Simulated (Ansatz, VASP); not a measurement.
# SnSe2 in VASP and in Ansatz

```
Sn Se
1.0
     3.49187    0.00000    0.00000
    -1.74593    3.02405    0.00000
     0.00000    0.00000    7.31002
Sn Se
1 2
Direct
  0.00000 0.00000 0.00000
  0.33333 0.66667 0.25000
  0.66667 0.33333 0.75000
```

Alike in both runs: task single point; functional PBEsol; k mesh 9 × 9 × 6; occupations gaussian, width 0.05 eV; no spin polarisation.

|  | VASP | Ansatz |
| --- | --- | --- |
| version | VASP 6.6.1 | Ansatz 0.2.0 |
| potentials or method | VASP PAW PBE potentials, release 64 (Sn_d, Se) | scalar-relativistic, plane waves, PAW |
| plane-wave cutoff (eV) | 520 | 420 |
| valence electrons in the cell | 26 | 46 |

|  | VASP | Ansatz | Ansatz less VASP |
| --- | --- | --- | --- |
| gap on the k mesh at the Fermi level (eV) | none | none | - |
| pressure (GPa) | 3.4 | 3.3 | -0.11 |
| largest component of the traceless stress (GPa) | 11.96 | 12.01 | +0.048 |
| rms of the force components (eV/Å) | 0.461 | 0.471 | +0.0103 |

Atom by atom the forces differ by 0.010 eV/Å (rms over components). A gap of «none» marks a metal or a gap that the smearing closes. The functional is the same, so the differences come from potentials, cutoffs and numerics. The two sets of potentials don't hold the same shells in valence.

Caveats: the PAW data sets were made with another functional, which shifts forces and pressure a little (VASP); the cell's inner coordinates are idealised or old, which leaves forces on the atoms; this functional lacks dispersion, which binds the layers, so the pressure and a relaxed spacing across them are unreliable.
